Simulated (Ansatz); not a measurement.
CoPt:
```yaml
crystal:
  lattice:
    - [2.65832, 0.00000, 0.00000]
    - [0.00000, 2.65832, 0.00000]
    - [0.00000, 0.00000, 3.66326]
  atoms:
    - { symbol: Pt, position: [0.50000, 0.50000, 0.50000], spin: 0.5 }
    - { symbol: Co, position: [0.00000, 0.00000, 0.00000], spin: 1.8 }
```

Relaxed with PBEsol. Special points in fractions of this cell's reciprocal vectors: Γ (0.000, 0.000, 0.000); X (0.000, 0.500, 0.000); M (0.500, 0.500, 0.000); Z (0.000, 0.000, 0.500); R (0.000, 0.500, 0.500); A (0.500, 0.500, 0.500).

Question: List the band energies nearest the Fermi level at these points for the program Ansatz at the PBEsol level (PAW).

Answer: In eV from the Fermi level; about four levels below and three above (degenerate sets whole), none deeper than 8.9 eV; … stands for higher levels left out; points with the same levels are listed once.

| k | below | above |
|---|---|---|
| Γ ↑ | -1.64 -0.41 -0.31 -0.31 | 2.16 10.14 … |
| X ↑ | -2.85 -2.33 -2.05 -1.65 | 0.22 2.39 10.52 |
| M ↑ | -0.98 -0.42 -0.42 -0.38 | 0.80 1.63 1.63 |
| Z ↑ | -2.22 -2.22 -1.65 -0.76 | 15.89 15.93 … |
| R ↑ | -0.72 -0.59 -0.41 -0.30 | 5.18 7.02 … |
| A ↑ | -3.43 -3.43 -1.92 -1.78 -1.07 | 0.81 7.12 7.12 |
| Γ ↓ | -2.59 -2.59 -1.47 -0.83 -0.22 | 0.76 1.13 1.13 |
| X ↓ | -1.69 -1.35 -0.48 -0.06 | 1.76 2.68 … |
| M ↓ | -7.09 -5.39 -5.39 -5.17 | 0.70 0.78 0.90 |
| Z ↓ | -0.80 -0.47 -0.28 -0.28 | 0.34 … |
| R ↓ | -2.52 -1.25 -0.69 -0.55 | 0.71 0.72 0.84 |
| A ↓ | -1.90 -1.90 -1.52 -0.25 | 0.90 1.16 7.64 7.64 |

Space group P4/mmm (L1₀ or tetragonal B2). Symmetry was held in the PBEsol relaxation. The final state is ferromagnetic, chosen from 5 collinear starts compared on coarse meshes (ties went to the first, and starts can fall back to one state), not a proven ground state. Textbook magnetic order: ferromagnetic. Scalar-relativistic: spin–orbit coupling is off unless named, which matters more the heavier the elements.

Potentials: the later of the program's two PAW sets.
